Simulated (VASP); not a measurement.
SnO: single point with r2SCAN

The system is SnO.

```
Sn O
1.0
     0.00000    2.61131    2.46989
     2.61131    0.00000    2.46989
     2.61131    2.61131    0.00000
Sn O
1 1
Direct
  0.00000 0.00000 0.00000
  0.50000 0.50000 0.50000
```

The cell was built by a generator and needn't be a form met in nature.

The cell isn't the ideal one: epitaxial_xy strain +2.9%.

- Program: VASP 6.6.1
- Task: single point
- Functional: r2SCAN
- Potentials or basis: VASP PAW PBE potentials, release 64 (Sn_d, O)
- Cutoff: 520 eV
- k mesh: 8 × 8 × 8
- Occupations: fermi-dirac, width 0.02 eV
- Spin: no spin polarisation
- Dipole correction: no
- Further INCAR settings: ALGO = Normal; EDIFF = 1e-07; NBANDS = 17

```
Pressure               : -2.4 GPa
Band gap on the k mesh : 0.88 eV, indirect (least direct gap 0.88 eV)
```

Stress tensor (GPa, compression positive):
```
-3.67  0.00  0.00
 0.00 -3.67  0.00
 0.00  0.00  0.30
```

Levels at points of the mesh, in eV from the valence-band top:
| k point | band 8 | band 9 | band 10 | band 11 | band 12 | band 13 |
| --- | --- | --- | --- | --- | --- | --- |
| (0.00, 0.00, 0.00) | -3.45 | -3.06 | -3.06 | 7.65 | 7.65 | 8.98 |
| (0.50, 0.00, 0.00) | -3.00 | -2.97 | -0.35 | 0.97 | 4.37 | 5.14 |
| (0.50, 0.50, 0.00) | -4.44 | -4.32 | -4.32 | 4.40 | 5.51 | 5.94 |
| (0.50, 0.00, 0.50) | -4.52 | -4.50 | -3.96 | 3.81 | 6.00 | 6.03 |

It took 110 s on 1 thread of AMD EPYC 9R45 96-Core Processor (Zen 5) (shared host), peak memory 0.15 GiB.

Caveat: the PAW data sets were made with another functional, which shifts forces and pressure a little; spin-orbit coupling is left out, which moves the levels of the heavy elements. A k mesh can miss the band edges.
